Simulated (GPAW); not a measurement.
# Cu (Fm-3m) in GPAW: notebook

One crystal, Cu, is run at these levels: LDA, PW91; tasks: band structure.

Everything below comes from runs of GPAW 26.7.0. Logs are shortened: lines on timing, memory, paths and dates and some standing lists are left out, and cuts for length are marked. The log counts tension as positive stress, the text compression.

## 1. Starting point

The structure is cubic, space group Fm-3m (No. 225). The conventional cell has a = 3.615 Å, b = 3.615 Å, c = 3.615 Å, α = 90.00°, β = 90.00°, γ = 90.00°. Around Cu (site symmetry m-3m) lie 12 Cu at 2.56 Å.

## 2. Band structure, LDA

Contents of run.py:

```python
from ase import Atoms
from ase.dft.bandgap import bandgap
from ase.io import write
from ase.units import GPa
from gpaw import GPAW, PW

atoms = Atoms(['Cu'],
              cell=[[0.0, 1.8075, 1.8075],
                    [1.8075, 0.0, 1.8075],
                    [1.8075, 1.8075, 0.0]],
              scaled_positions=[[0.0, 0.0, 0.0]],
              pbc=True)

calc = GPAW(mode=PW(1600),
            xc='LDA',
            kpts={'size': (13, 13, 13), 'gamma': True},
            occupations={'name': 'fermi-dirac', 'width': 0.05},
            setups='hgh',
            nbands=-9,
            convergence={'density': 1e-05, 'energy': 1e-05},
            maxiter=150,
            txt='gpaw.txt')
atoms.calc = calc
energy = atoms.get_potential_energy()
forces = atoms.get_forces()
stress = atoms.get_stress()
calc.write('gs.gpw')
write('result.traj', atoms)
print(f'Energy: {energy:.6f} eV')
print('Forces (eV/A):')
print(forces.round(4))
print('Stress (GPa):', (stress / GPa).round(3))
print('Fermi level:', round(calc.get_fermi_level(), 4), 'eV')
print(f'Gap: {bandgap(calc)[0]:.4f} eV, direct: {bandgap(calc, direct=True)[0]:.4f} eV')

path = atoms.cell.bandpath('GXWKGLUWLK,UX', npoints=100, eps=1e-4)
bs_calc = calc.fixed_density(kpts=path, symmetry='off', nbands=-16,
                             convergence={'bands': 'CBM+6.0', 'eigenstates': 1e-6}, txt='bands.txt')
bs = bs_calc.band_structure()
bs.write('bs.json')
print(f'Gap on the path: {bandgap(bs_calc)[0]:.4f} eV')
```

Potentials or basis: HGH pseudopotentials, pw.

Launch:

```sh
OMP_NUM_THREADS=1 python run.py
```

gpaw.txt:

```text
__  _  _
 | _ |_)|_||  |
 |__||  | ||/\| - 26.7.0

Input parameters:
  mode=PW(ecut=1600.0),
  convergence={'density': 1e-05, 'energy': 1e-05},
  kpts=MonkhorstPack(size=(13, 13, 13), gamma=True),
  maxiter=150,
  nbands=-9,
  occupations=Occupations(name='fermi-dirac', width=0.05),
  setups={'default': 'hgh'},
  xc=XC(name='LDA')

Diagonalizing LCAO Hamiltonian
Converting LCAO to pw mode

       Cu

Atoms  # Å, Bohr magnetons
|   | symbol |        x |        y |        z |    initial magnetic moments |
|---|--------|----------|----------|----------|-----------------------------|
| 0 |     Cu | 0.000000 | 0.000000 | 0.000000 | ( 0.0000,  0.0000,  0.0000) |

Unit cell  # Å
| periodic |        x |        y |        z |  lengths |    angles |
|----------|----------|----------|----------|----------|-----------|
|      yes | 0.000000 | 1.807500 | 1.807500 | 2.556191 | 60.000000 |
|      yes | 1.807500 | 0.000000 | 1.807500 | 2.556191 | 60.000000 |
|      yes | 1.807500 | 1.807500 | 0.000000 | 2.556191 | 60.000000 |

Number of symmetries: 48
Symmetry operations  # r_c * U_cc + t_c -> r_c
|    | kind |            matrix            |
|----|------|------------------------------|
|  0 |  σ   |  1, 0, 0,  1, 0,-1,  1,-1, 0 |
|  1 |  C2  |  1, 0, 0,  1,-1, 0,  1, 0,-1 |
|  2 |  E   |  1, 0, 0,  0, 1, 0,  0, 0, 1 |
|  3 |  σ   |  1, 0, 0,  0, 0, 1,  0, 1, 0 |
|  4 |  C4  |  1, 0,-1,  1, 0, 0,  1,-1, 0 |
|  5 |  S6  |  1, 0,-1,  1,-1, 0,  1, 0, 0 |
|  6 |  σ   |  1, 0,-1,  0, 1,-1,  0, 0,-1 |
|  7 |  C3  |  1, 0,-1,  0, 0,-1,  0, 1,-1 |
|  8 |  S6  |  1,-1, 0,  1, 0, 0,  1, 0,-1 |
|  9 |  C4  |  1,-1, 0,  1, 0,-1,  1, 0, 0 |
| 10 |  C3  |  1,-1, 0,  0,-1, 1,  0,-1, 0 |
| 11 |  σ   |  1,-1, 0,  0,-1, 0,  0,-1, 1 |
| 12 |  σ   |  0, 1, 0,  1, 0, 0,  0, 0, 1 |
| 13 |  C4  |  0, 1, 0,  0, 1,-1, -1, 1, 0 |
| 14 |  C3  |  0, 1, 0,  0, 0, 1,  1, 0, 0 |
| 15 |  S6  |  0, 1, 0, -1, 1, 0,  0, 1,-1 |
| 16 |  C2  |  0, 1,-1,  1, 0,-1,  0, 0,-1 |
| 17 |  σ   |  0, 1,-1,  0, 1, 0, -1, 1, 0 |
| 18 |  S4  |  0, 1,-1,  0, 0,-1,  1, 0,-1 |
| 19 |  C4  |  0, 1,-1, -1, 1, 0,  0, 1, 0 |
| 20 |  C3  |  0, 0, 1,  1, 0, 0,  0, 1, 0 |
| 21 |  σ   |  0, 0, 1,  0, 1, 0,  1, 0, 0 |
| 22 |  S6  |  0, 0, 1,  0,-1, 1, -1, 0, 1 |
| 23 |  C4  |  0, 0, 1, -1, 0, 1,  0,-1, 1 |
| 24 |  S4  |  0, 0,-1,  1, 0,-1,  0, 1,-1 |
| 25 |  C3  |  0, 0,-1,  0, 1,-1,  1, 0,-1 |
| 26 |  C2  |  0, 0,-1,  0,-1, 0, -1, 0, 0 |
| 27 |  S6  |  0, 0,-1, -1, 0, 0,  0,-1, 0 |
| 28 |  S4  |  0,-1, 1,  1,-1, 0,  0,-1, 0 |
| 29 |  C4  |  0,-1, 1,  0, 0, 1, -1, 0, 1 |
| 30 |  C2  |  0,-1, 1,  0,-1, 0,  1,-1, 0 |
| 31 |  σ   |  0,-1, 1, -1, 0, 1,  0, 0, 1 |
| 32 |  C3  |  0,-1, 0,  1,-1, 0,  0,-1, 1 |
| 33 |  S6  |  0,-1, 0,  0, 0,-1, -1, 0, 0 |
| 34 |  S4  |  0,-1, 0,  0,-1, 1,  1,-1, 0 |
| 35 |  C2  |  0,-1, 0, -1, 0, 0,  0, 0,-1 |
| 36 |  C2  | -1, 1, 0,  0, 1, 0,  0, 1,-1 |
| 37 |  S6  | -1, 1, 0,  0, 1,-1,  0, 1, 0 |
| 38 |  S4  | -1, 1, 0, -1, 0, 1, -1, 0, 0 |
| 39 |  C3  | -1, 1, 0, -1, 0, 0, -1, 0, 1 |
| 40 |  S6  | -1, 0, 1,  0, 0, 1,  0,-1, 1 |
| 41 |  C2  | -1, 0, 1,  0,-1, 1,  0, 0, 1 |
| 42 |  C3  | -1, 0, 1, -1, 1, 0, -1, 0, 0 |
| 43 |  S4  | -1, 0, 1, -1, 0, 0, -1, 1, 0 |
| 44 |  C2  | -1, 0, 0,  0, 0,-1,  0,-1, 0 |
| 45 |  i   | -1, 0, 0,  0,-1, 0,  0, 0,-1 |
| 46 |  σ   | -1, 0, 0, -1, 1, 0, -1, 0, 1 |
| 47 |  C2  | -1, 0, 0, -1, 0, 1, -1, 1, 0 |

BZ-sampling:
  Number of BZ points: 2197
  Number of IBZ points: 84

  Monkhorst-Pack size: [13, 13, 13]
  Monkhorst-Pack shift: [0, 0, 0]

K-points  # in reciprocal-cell coordinates
|     |                                coordinates |     weight |
|-----|--------------------------------------------|------------|
|   0 | (  0.00000000,   0.00000000,   0.00000000) | 0.00045517 |
|   1 | (  0.07692308,   0.07692308,   0.00000000) | 0.00273100 |
|   2 | (  0.07692308,   0.07692308,   0.07692308) | 0.00364133 |
|   3 | (  0.15384615,   0.07692308,   0.07692308) | 0.00546199 |
|   4 | (  0.15384615,   0.15384615,   0.00000000) | 0.00273100 |
|   5 | (  0.15384615,   0.15384615,   0.07692308) | 0.01092399 |
|   6 | (  0.15384615,   0.15384615,   0.15384615) | 0.00364133 |
|   7 | (  0.23076923,   0.15384615,   0.07692308) | 0.01092399 |
|   8 | (  0.23076923,   0.15384615,   0.15384615) | 0.01092399 |
|   9 | (  0.23076923,   0.23076923,   0.00000000) | 0.00273100 |
| ... |                                            |            |
|  83 | (  0.46153846,   0.46153846,   0.46153846) | 0.00364133 |

Plane wave coefficients: 1759
Cutoff: 1600.0 eV

Spin-components: 1 (collinear spins)
Bands:           9
Projectors:      6
Spin-degeneracy: 2
Datatype:        complex128

Parallelization:
  kpt:    1
  domain: 1
  band:   1

Density:
  Valence electrons: 1.0
  Components: 1
  Grid points: [24 24 24]
  Charge: 0.0  # |e|

Potential:
  Grid points: [24 24 24]

species:
  HGH setup for Cu
      Valence Z=1, rloc=0.58000
      Local part coeffs: zeros
      Projectors:
          l=0, rc=0.84328
          l=1, rc=1.08954
          l=2, rc=1.29160
      Diagonal coefficients of nonlocal parts:
          l=0:  0.97579, -0.82207, -0.13324
          l=1:  0.02458, -0.24900
          l=2: -0.06529

    LCAO basis set for Cu:
      Name: atompaw.sz
      This basis set was not loaded from a file
      Number of radial functions: 1
      Number of spherical harmonics: 1
        l=0, rc=8.9500 Bohr: 1s e=-0.176 f=1.000
      Number of RI-basis functions 0

Reference energy: 0.000000  # eV

eigensolver:
  PPCG
  Converge bands: occupied
  niter=2

density mixing:
  MSR1-Mixer
  Pratt-step length: 0.05
  Maximum mixing coefficient: 0.75
  Old densities: 10
  SVD Regularization: 0.005
  Good broyden scale: 1.0
  Trust region scale: 1.0
  Backstep threshold: 4.0
  History deletion threshold: 6.0
  Fourier metric: weight=20.0, sigma=0.015

occupation numbers:
  Fermi-Dirac:
    width: 0.0500  # eV

poisson solver:
  ecut: 12800.0  # eV

xc functional:
  name: None

convergence criteria:
- Maximum integral of absolute [dens]ity change: 1e-05 electrons / valence electron
- Maximum [total energy] change in last 3 cyles: 1e-05 eV / valence electron
- Maximum integral of absolute [eigenst]ate change: 4e-08 eV^2 / valence electron
maximum number of iterations: 150

SCF iterations
|iter     | |      energy | eigst |  dens |
|---------|-|-------------|-------|-------|
|iter:   1| |  -13.855526 | +0.35 |       |
|iter:   2| |  -13.856640 | -3.39 | -1.00 |
|iter:   3| |  -13.865465 | -3.51 | -1.02 |
|iter:   4| |  -13.866640 | -4.57 | -1.57 |
|iter:   5| |  -13.866641 | -7.24 | -3.23 |
|iter:   6| |  -13.866641c| -8.18c| -3.66 |
|iter:   7| |  -13.866641c|-10.57c| -5.68c|

Converged in 7 steps
Energy contributions relative to reference atoms: (reference = 0.000000)

Energy contributions:
  Kinetic:          -0.609276
  Coulomb:          -7.429085
  Zero:              0.000000
  External:          0.000000
  Xc:               -5.827092
  Entropy:          -0.002376
  Spinorbit:         0.000000
  ----------------------------
  Free energy:     -13.867829
  Extrapolated:    -13.866641

dipole moment: (-1.807500, -1.807500, -1.807500)  # |e|*Ang

Fermi level: -4.130
Eigenvalues  # (at kpt = [0.000, 0.000, 0.000])
| band index |      eig [eV] | occ [0-2] |
|------------|---------------|-----------|
|          0 |       -10.851 |     2.000 |
|          1 |        25.813 |     0.000 |
|          2 |        25.813 |     0.000 |
|          3 |        25.813 |     0.000 |
|          4 |        27.393 |     0.000 |
|          5 |        27.393 |     0.000 |
|          6 |        27.393 |     0.000 |
|          7 |        28.579 |     0.000 |
|          8 |        34.894 |     0.000 |

No gap
No difference between direct/indirect transitions

Forces  # eV/Ang
|        x |        y |       z |
|----------|----------|---------|
| -0.00000 | -0.00000 | 0.00000 |  # Cu   0

Stress tensor  # eV/Ang^3
|         x |         y |         z |
|-----------|-----------|-----------|
|  0.470003 | -0.000000 | -0.000000 |
| -0.000000 |  0.470003 | -0.000000 |
| -0.000000 | -0.000000 |  0.470003 |

# Writing to gs.gpw (mode='')
```

Run time: 17 s. Hardware: 1 thread of Intel Xeon 6975P-C (Granite Rapids), shared host; peak memory 0.26 GiB.

What came out:

| Property | Result |
| --- | --- |
| Free energy | -13.8678 eV |
| Pressure | -75.3 GPa |
| Band gap along the path | none (metal or under the smearing width) |

Levels at the corners of the path, in eV from the Fermi level:
```tsv
point	band 1	band 2
Γ	-6.72	29.94
X	4.64	6.47
W	7.81	7.81
K	6.19	6.30
Γ	-6.72	29.94
L	1.16	2.87
U	6.19	6.30
W	7.81	7.81
L	1.16	2.87
K	6.19	6.30
U	6.19	6.30
X	4.64	6.47
```

Caveat: a pressure of tens of GPa on the cell as given is suspect, and the run, the potentials or the cell itself is likely at fault; HGH potentials are hard and often keep d shells in the core, so these values are rough.

## 3. Band structure, LDA

Contents of run.py:

```python
from ase.dft.bandgap import bandgap
from ase.io import write
from ase.spacegroup import crystal
from ase.units import GPa
from gpaw import GPAW, PW, setup_paths

setup_paths.insert(0, '.')

# Cu 4a
atoms = crystal(['Cu'],
                basis=[[0.0, 0.0, 0.0]],
                spacegroup=225, setting=1,  # Fm-3m
                cellpar=[3.615, 3.615, 3.615, 90.0, 90.0, 90.0],
                primitive_cell=True)

calc = GPAW(mode=PW(600),
            xc='LDA',
            kpts={'size': (13, 13, 13), 'gamma': True},
            occupations={'name': 'fermi-dirac', 'width': 0.05},
            nbands=14,
            convergence={'density': 1e-05, 'energy': 1e-05},
            maxiter=150,
            txt='gpaw.txt')
atoms.calc = calc
energy = atoms.get_potential_energy()
forces = atoms.get_forces()
stress = atoms.get_stress()
calc.write('gs.gpw')
write('result.traj', atoms)
print(f'Energy: {energy:.6f} eV')
print('Forces (eV/A):')
print(forces.round(4))
print('Stress (GPa):', (stress / GPa).round(3))
print('Fermi level:', round(calc.get_fermi_level(), 4), 'eV')
print(f'Gap: {bandgap(calc)[0]:.4f} eV, direct: {bandgap(calc, direct=True)[0]:.4f} eV')

path = atoms.cell.bandpath('GXWKGLUWLK,UX', npoints=100, eps=1e-4)
bs_calc = calc.fixed_density(kpts=path, symmetry='off', nbands=21,
                             convergence={'bands': 'CBM+6.0', 'eigenstates': 1e-6}, txt='bands.txt')
bs = bs_calc.band_structure()
bs.write('bs.json')
print(f'Gap on the path: {bandgap(bs_calc)[0]:.4f} eV')
```

Potentials or basis: PAW data sets generated in the run's folder for this functional, pw.

Launch:

```sh
gpaw-setup -f LDA Cu
OMP_NUM_THREADS=1 python run.py
```

Wall time 12 s (1 thread of Intel Xeon 6975P-C (Granite Rapids), shared host); peak memory 0.17 GiB.

Results (log left out):

```yaml
Free_energy: -4.6400 eV
Pressure: -11.5 GPa
Band_gap_along_the_path: none (metal or under the smearing width)
```

Levels at the corners of the path, in eV from the Fermi level:
| point | band 1 | band 2 | band 3 | band 4 | band 5 | band 6 | band 7 |
| --- | --- | --- | --- | --- | --- | --- | --- |
| Γ | -9.55 | -3.23 | -3.23 | -3.23 | -2.39 | -2.39 | 23.19 |
| X | -5.07 | -4.62 | -1.84 | -1.68 | -1.68 | 1.31 | 6.93 |
| W | -4.33 | -3.73 | -3.73 | -2.43 | -1.68 | 6.02 | 6.02 |
| K | -4.49 | -4.26 | -2.96 | -2.26 | -1.88 | 4.15 | 5.56 |
| Γ | -9.55 | -3.23 | -3.23 | -3.23 | -2.39 | -2.39 | 23.19 |
| L | -5.29 | -3.26 | -3.26 | -1.82 | -1.82 | -1.17 | 3.55 |
| U | -4.49 | -4.26 | -2.96 | -2.26 | -1.88 | 4.15 | 5.56 |
| W | -4.33 | -3.73 | -3.73 | -2.43 | -1.68 | 6.02 | 6.02 |
| L | -5.29 | -3.26 | -3.26 | -1.82 | -1.82 | -1.17 | 3.55 |
| K | -4.49 | -4.26 | -2.96 | -2.26 | -1.88 | 4.15 | 5.56 |
| U | -4.49 | -4.26 | -2.96 | -2.26 | -1.88 | 4.15 | 5.56 |
| X | -5.07 | -4.62 | -1.84 | -1.68 | -1.68 | 1.31 | 6.93 |

Caveat: with this Cu data set, volumes or pressures lay over 1.5 % or 2 GPa off other programs in two to four cells of ten.

## 4. Band structure, PW91

Changes to run.py since step 3:

```diff
@@ -1,4 +1,4 @@
+from ase import Atoms
 from ase.dft.bandgap import bandgap
 from ase.io import write
-from ase.spacegroup import crystal
 from ase.units import GPa
@@ -8,11 +8,11 @@
 
-# Cu 4a
-atoms = crystal(['Cu'],
-                basis=[[0.0, 0.0, 0.0]],
-                spacegroup=225, setting=1,  # Fm-3m
-                cellpar=[3.615, 3.615, 3.615, 90.0, 90.0, 90.0],
-                primitive_cell=True)
+atoms = Atoms(['Cu'],
+              cell=[[0.0, 1.8075, 1.8075],
+                    [1.8075, 0.0, 1.8075],
+                    [1.8075, 1.8075, 0.0]],
+              scaled_positions=[[0.0, 0.0, 0.0]],
+              pbc=True)
 
 calc = GPAW(mode=PW(600),
-            xc='LDA',
+            xc='GGA_X_PW91+GGA_C_PW91',
             kpts={'size': (13, 13, 13), 'gamma': True},
```

Launch:

```sh
gpaw-setup -f GGA_X_PW91+GGA_C_PW91 Cu
OMP_NUM_THREADS=1 python run.py
```

Run time: 13 s. Hardware: 1 thread of Intel Xeon 6975P-C (Granite Rapids), shared host; peak memory 0.17 GiB.

The run converged. Its results:

```yaml
Free_energy: -3.6869 eV
Pressure: 2.9 GPa
Band_gap_along_the_path: none (metal or under the smearing width)
```

Levels at the corners of the path, in eV from the Fermi level:
```
point  band 1  band 2  band 3  band 4  band 5  band 6  band 7
    Γ   -9.54   -3.23   -3.23   -3.23   -2.41   -2.41   22.95
    X   -5.06   -4.61   -1.86   -1.69   -1.69    1.32    6.95
    W   -4.33   -3.73   -3.73   -2.45   -1.69    6.04    6.04
    K   -4.49   -4.26   -2.96   -2.27   -1.89    4.16    5.58
    Γ   -9.54   -3.23   -3.23   -3.23   -2.41   -2.41   22.95
    L   -5.26   -3.26   -3.26   -1.84   -1.84   -1.17    3.58
    U   -4.49   -4.26   -2.96   -2.27   -1.89    4.16    5.58
    W   -4.33   -3.73   -3.73   -2.45   -1.69    6.04    6.04
    L   -5.26   -3.26   -3.26   -1.84   -1.84   -1.17    3.58
    K   -4.49   -4.26   -2.96   -2.27   -1.89    4.16    5.58
    U   -4.49   -4.26   -2.96   -2.27   -1.89    4.16    5.58
    X   -5.06   -4.61   -1.86   -1.69   -1.69    1.32    6.95
```

Caveat: with this Cu data set, volumes or pressures lay over 1.5 % or 2 GPa off other programs in two to four cells of ten.
